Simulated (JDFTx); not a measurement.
**AlCu3 under changes of volume**

One of the cells (12.044 Å³/atom); the others are scaled copies at fixed shape and fractional positions:

```
Cu Al
1.0
     0.00000    2.88801    2.88801
     2.88801    0.00000    2.88801
     2.88801    2.88801    0.00000
Cu Al
3 1
Direct
  0.75000 0.75000 0.75000
  0.25000 0.25000 0.25000
  0.50000 0.50000 0.50000
  0.00000 0.00000 0.00000
```

The cell comes from a database or a generator and needn't be the stable form of this composition.

| Quantity | Value |
| --- | --- |
| Program | JDFTx 1.7.0 (patched build) |
| Functional | PBEsol |
| Potentials or basis | PseudoDojo-SR-PBEsol-0.4.1-standard with smoothed tails |
| Cutoff | 1252 eV |
| Density cutoff | 10014 eV |
| k mesh | 8 × 8 × 8 |
| Occupations | fermi-dirac, width 0.05 eV |
| Spin | no spin polarisation |

```tsv
volume (Å³/atom)	energy over the lowest point (meV/atom)	pressure (GPa)
11.321	18.33	9.7
11.562	6.75	5.7
11.803	0.85	2.2
12.044	0.00	-1.0
12.285	?	?
12.526	11.35	-6.4
12.767	22.62	-8.6
```

Q: What does the run at 12.285 Å³/atom give?

A: Energy over the lowest point 3.66 meV/atom; pressure -3.8 GPa.

Worked out: A Birch-Murnaghan fit of order 3 (a polynomial in V^(-2/3)) to the other rows has its minimum at 11.97 Å³/atom with B0 = V·E''(V) = 154 GPa and B' = 4.7. It gives 3.66 meV/atom at 12.285 Å³/atom, against the run's 3.66, and -dE/dV = -3.8 GPa, against -3.8.

Energies are extrapolated to zero smearing.
